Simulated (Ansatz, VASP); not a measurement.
# SiGe2: VASP beside Ansatz, part 2 of 2

One calculation is typed for both programs; each brings its own data sets. How far apart do they land? The cell is generated by rule, not measured, and may not be a known phase. The cell is taken from a series of runs on this material, whose earlier steps may have relaxed, scaled, displaced or heated it; both programs get it as it stands.

VASP 6.6.1 and Ansatz 0.2.0.

So far. Step 2 (VASP: single point, r2SCAN): The run ends at a pressure of -0.15 GPa, with forces up to 0.27 eV/Å.

The structure was built from a prototype and need not be the compound's stable phase.

**3. Ansatz: single point, r2SCAN**

Level of this step: Ansatz beside VASP: Kohn-Sham DFT, plane waves, r2SCAN (Ansatz).

Ansatz runs on its default PAW (the set named soft_2) files.

The same cell, functional, mesh and smearing now go to Ansatz, which takes its cutoff from its data sets.

input.yaml

```yaml
crystal:
  lattice:
    - [-5.2880224348, 0.0, 0.0]
    - [0.0, -5.2880224348, -5.2880224348]
    - [0.0, -5.2880224348, 5.2880224348]
  atoms:
    - { symbol: Si, position: [1.0, 0.9983133047, -0.0016866953] }
    - { symbol: Si, position: [1.0, 0.5016866953, 0.5016866953] }
    - { symbol: Si, position: [0.5, -0.0016866953, 0.5016866953] }
    - { symbol: Si, position: [0.5, 0.5016866953, -0.0016866953] }
    - { symbol: Ge, position: [0.75, 0.25, 0.4946512573] }
    - { symbol: Ge, position: [0.75, 0.75, 0.0053487427] }
    - { symbol: Ge, position: [0.25, 0.0053487427, 0.25] }
    - { symbol: Ge, position: [0.25, 0.4946512573, 0.75] }
    - { symbol: Ge, position: [0.25, 0.0053487427, 0.75] }
    - { symbol: Ge, position: [0.25, 0.4946512573, 0.25] }
    - { symbol: Ge, position: [0.75, 0.75, 0.4946512573] }
    - { symbol: Ge, position: [0.75, 0.25, 0.0053487427] }
kpoints:
  mp_grid: { grid: [8, 6, 6] }
hamiltonian:
  xc: r2scan
scf:
  occupations: { method: methfessel_paxton, width: 0.2 }
output:
  forces: true
  stress: true
  eigenvalues: true
```

The run is started by

```console
> ansatz run input.yaml --threads 8 --pin off --max-ram 14336MiB --backend cpu --events-out ev --progress --plain --runs-dir out
```

Numbers of over 12 decimals in the logs are rounded to 6 here.

Log:

```text
Engine: ansatz 0.2.0, aarch64-unknown-linux-gnu
Pseudopotentials: kind: paw
Pseudopotential: Si, paw, valence charge 4, recommended cutoff 500 eV (meta_gga), Si.paw.azcp
Pseudopotential: Ge, paw, valence charge 14, recommended cutoff 500 eV (meta_gga), Ge.paw.azcp
Functional definition: r2SCAN
  parameter k0 = 0.174
  parameter k1 = 0.065
  parameter a1 = 4.9479
  exchange = r2scan_x(k0 = k0, k1 = k1, a1 = a1)
  correlation = r2scan_c
Crystal: 12 atoms, lattice volume = 295.740 Å³
Basis set: ecut = 500 eV, 7467 PW (Γ), exchange–correlation on 160×240×240 points (64 copies of the dense FFT grid, shifted against one another)
Bands: 77, of which v1, the nominal top of the filled ones, is band 64 counted from 1 (63 counted from 0)
Symmetry: 8 space group operations
Space group: P4222 (ITA 93), of the structure as read, at distance tolerance 6.7e-5 Å
k-points: 50 of 288 (time reversal used)
Non-local potential: Si, projectors of the file, l = 0: 2, l = 1: 2, l = 2: 2
Non-local potential: Ge, projectors of the file, l = 0: 2, l = 1: 2, l = 2: 3, l = 3: 1
PAW form: soft (Blöchl's): semilocal exchange-correlation on the pseudo side does not see the compensation charge
PAW frozen core: Si, regenerated for the run's functional (the file was generated under x = pbe(κ = 0.804, μ = 0.219515), c = pbe(β = 0.066725))
PAW frozen core: Ge, regenerated for the run's functional (the file was generated under x = pbe(κ = 0.804, μ = 0.219515), c = pbe(β = 0.066725))
PAW one-centre angular grid: Si, 302 points (default); XC on 160 Gauss nodes
PAW one-centre angular grid: Ge, 590 points (default); XC on 160 Gauss nodes
Initial density: superposition of atomic densities (neutral atoms: chi_scale 0, normalization atom), corrected by the library's trained network
Initial wavefunctions: pseudopotential atomic-orbital guess
Functional: x = r2scan, c = r2scan; τ floored in thin density (d = 2e-4 eV/Å³)
SCF iter   1: F=—  HF=-36966.935485 eV  |F-HF|=—  |Δ(HF+E_count)|=         —  Δρ=7.74e-3  dr2=1.56e-1  dr2_τ=3.04e-2  ethr=1.77e-3  ⟨swp⟩=7.1  Hψ=14838  notcnv=0
preconditioner: auto → Kerker (q_TF=auto, 2.373 Å⁻¹)  [metal: Δε(μ)=0.002 eV  Ē_g=7.410 eV  σ=0.200 eV  W_gap=0.01  n_scr=62 (ndim 8)  ℏωp=15.0 eV  f_vac=0.000  D(μ)=7.65/eV (n_scr^D=46)]
SCF iter   2: F=—  HF=-36966.997450 eV  |F-HF|=—  |Δ(HF+E_count)|=   6.20e-2  S|Δr|=    0.00e0  Δρ=3.96e-3  dr2=5.20e-2  dr2_τ=1.94e-4  ethr=1.22e-4  ⟨swp⟩=2.0  Hψ=7663  notcnv=0
SCF iter   3: F=—  HF=-36966.991073 eV  |F-HF|=—  |Δ(HF+E_count)|=   6.38e-3  S|Δr|=    0.00e0  Δρ=2.11e-3  dr2=1.44e-2  dr2_τ=1.08e-4  ethr=4.06e-5  ⟨swp⟩=2.3  Hψ=4853  notcnv=0
SCF iter   4: F=—  HF=-36966.989113 eV  |F-HF|=—  |Δ(HF+E_count)|=   1.96e-3  S|Δr|=    0.00e0  Δρ=3.09e-4  dr2=3.60e-4  dr2_τ=2.81e-6  ethr=1.13e-5  ⟨swp⟩=2.0  Hψ=4896  notcnv=0
SCF iter   5: F=—  HF=-36966.989353 eV  |F-HF|=—  |Δ(HF+E_count)|=   2.40e-4  S|Δr|=    0.00e0  Δρ=1.13e-4  dr2=6.70e-5  dr2_τ=3.17e-7  ethr=2.82e-7  ⟨swp⟩=3.0  Hψ=7302  notcnv=0
SCF iter   6: F=—  HF=-36966.989372 eV  |F-HF|=—  |Δ(HF+E_count)|=   1.90e-5  S|Δr|=    0.00e0  Δρ=3.65e-5  dr2=7.57e-6  dr2_τ=4.68e-8  ethr=5.24e-8  ⟨swp⟩=2.0  Hψ=6851  notcnv=0  defer=3
SCF iter   7: F=—  HF=-36966.989378 eV  |F-HF|=—  |Δ(HF+E_count)|=   6.51e-6  S|Δr|=    0.00e0  Δρ=1.86e-5  dr2=9.36e-7  dr2_τ=1.02e-8  ethr=5.91e-9  ⟨swp⟩=2.0  Hψ=6979  notcnv=0  defer=5
SCF iter   8: F=—  HF=-36966.989377 eV  |F-HF|=—  |Δ(HF+E_count)|=   9.65e-7  S|Δr|=    0.00e0  Δρ=7.14e-6  dr2=2.47e-7  dr2_τ=8.52e-10  ethr=7.31e-10  ⟨swp⟩=2.0  Hψ=6942  notcnv=0  defer=5
SCF iter   9: F=-36966.989378 eV  HF=-36966.989378 eV  |F-HF|=3.90e-9  |Δ(HF+E_count)|=   1.53e-7  S|Δr|=    0.00e0  Δρ=1.72e-6  dr2=2.86e-8  dr2_τ=8.72e-11  ethr=7.81e-11  ⟨swp⟩=10.5  Hψ=16173  notcnv=0
SCF 1 converged in 9 iterations: F = -36966.989378 eV  dr2 = 2.86e-8
  greatest PAW one-centre occupation: 0.998 electrons in one spin orbital (limit 2), on the Ge atom at site 11 (counted from 0), in its partial waves of l = 2
SCF converged after 9 iterations
Stability not checked: this state was not tested for a lower state beside it, because cold or Methfessel-Paxton smearing, or corrected tetrahedra, fill the levels in a way that the test cannot read (fill_not_monotonic; see scf.lower_state_search)
Free energy (F): -36966.989378 eV
Harris-Foulkes:  -36966.989378 eV  (|F-HF|=3.90e-9)
Internal energy: -36966.979324 eV  (E = F + TS)
E sigma→0 (E₀):  -36966.986864 eV
Entropy (-TS):   -0.010053 eV (-0.838 meV/atom)
Fermi energy:    6.469777 eV
Step filling:    the computed levels leave a gap of 0.0029 eV = 0.0 smearing widths at the electron count; against every level under it full and every level over it empty, smearing changes F+E_penalty+E_count by -2.975 meV and its σ→0 estimate by -0.462 meV
--- Per-component energies (eV) ---
  E_band       = -1493.011244
  E_kinetic    = 1036.180102
  E_local      = -20828.815511  (includes V_loc(G=0)·N_el)
  E_nonlocal   = 3442.289293
  E_hartree    = 9064.593591
  E_xc         = -749.528736
  E_vxc        = -731.118802  (∫ρ·V_xc dr)
  E_paw        = -18331.561313  (= ΣΔE_a)
  E_vpaw       = -2580.403164  (= ΣTr[D̂ρ^β])
  E_aug_tail   = 0.000177  (compensation charges beyond the density's cutoff)
  E_vtau       = 39.672369  (kinetic-family band-sum trace: ∫τ·v_τ [+ j·A + Jᵃ·Aᵃ] dr)
  E_ewald      = -10591.145068
  E_core_change = -8.991858  (= ΣΔE_core)
  E_smearing   = -0.010053  (= −TS)
  E_closure    = 0.000000  (closes the sum)
  Σ components = -36966.989378   (vs F -36966.989378, Δ=0.00e0)
--- Forces (eV/Å), atoms counted from 1 ---
  atom   1  Si     0.00000000     0.03889034    -0.00000000
  atom   2  Si    -0.00000000    -0.03889034    -0.00000000
  atom   3  Si     0.00000000     0.00000000     0.03889034
  atom   4  Si     0.00000000    -0.00000000    -0.03889034
  atom   5  Ge     0.00000000     0.18629871    -0.18629871
  atom   6  Ge     0.00000000    -0.19312225     0.19312225
  atom   7  Ge     0.00000000    -0.18629871    -0.18629871
  atom   8  Ge     0.00000000     0.19312225     0.19312225
  atom   9  Ge     0.00000000    -0.19312225    -0.19312225
  atom  10  Ge     0.00000000     0.18629871     0.18629871
  atom  11  Ge     0.00000000     0.19312225    -0.19312225
  atom  12  Ge     0.00000000    -0.18629871     0.18629871
  max |Σ_I F_I| component: 5.55e-17 eV/Å
--- Stress (GPa, compression-positive) ---
        0.032996       0.000000       0.000000
        0.000000      -0.049217       0.000000
       -0.000000       0.000000      -0.049217
  P = ⅓ Tr σ = -0.0218 GPa (-0.218 kbar)
--- Band table (eV; the first three rows and the last of 50) ---
  k-point 0: bands = [... 60 lower, 4.4772, 4.4772, 4.8909, 7.4373, 7.4558, 7.4558, 7.6427, 7.6456, ... 9 higher]
  k-point 1: bands = [... 60 lower, 4.6763, 4.7155, 5.2817, 6.8782, 7.0089, 7.0276, 7.4144, 7.5529, ... 9 higher]
  k-point 2: bands = [... 60 lower, 4.9778, 5.2746, 5.6801, 6.4145, 6.5393, 6.6301, 7.2490, 7.3125, ... 9 higher]
  k-point 49: bands = [... 60 lower, 4.3562, 4.4811, 4.4811, 4.6000, 7.5257, 7.6502, 7.6502, 7.7668, ... 9 higher]
```

Reading the cycles: dr2 is the Hartree energy of the density residual (eV), the measure of convergence; HF is the Harris–Foulkes estimate of the energy, which meets the free energy F at convergence.

The run ends at a pressure of -0.02 GPa, with forces up to 0.27 eV/Å.

**4. Side by side**

Known differences besides the potentials themselves: VASP keeps PBE cores, Ansatz makes them for the functional; the cutoff is 500 eV in Ansatz and 550 eV in VASP. Total energies have different zeros and are not compared.

Compared:

```
      quantity  Ansatz   VASP  difference
pressure (GPa)   -0.02  -0.15       +0.13
```

Forces on 7 of the 12 atoms, those with the largest forces and the largest differences (eV/Å; atoms numbered as in POSCAR):

```
atom         Ansatz x, y, z           VASP x, y, z
 Ge5   0.000, 0.186, -0.186   0.000, 0.184, -0.184
 Ge6   0.000, -0.193, 0.193   0.000, -0.191, 0.191
 Ge7  0.000, -0.186, -0.186  0.000, -0.184, -0.184
 Ge8    0.000, 0.193, 0.193    0.000, 0.191, 0.191
 Ge9  0.000, -0.193, -0.193  0.000, -0.191, -0.191
Ge11   0.000, 0.193, -0.193   0.000, 0.191, -0.191
Ge12   0.000, -0.186, 0.186   0.000, -0.184, 0.184
```

The forces differ by 1.5 meV/Å r.m.s., which is 1.2 % of the r.m.s. force of 0.126 eV/Å (both taken over all components).

**5. What came out**

| Quantity | Value |
| --- | --- |
| r.m.s. force difference (single point, r2SCAN) | 1.5 meV/Å |

In words: The r.m.s. force difference is 1.5 meV/Å (single point, r2SCAN), within the 12 meV/Å picked in this series as the mark of a large difference. How closely two codes agree says nothing of how well the functional describes the real material.

[Lines on the potential files, build, host, timing and source positions are cut from VASP's logs without a mark.]

[Logs are printed without paths, hosts, clocks, repeated set-up lines and the standing remarks that a program may print on its own settings, such as how far it seeks lower states.]

[Hosts, paths, dates, database ids (printed as entryN), source tags and the programs' standing remarks are cut or masked in the printed files.]
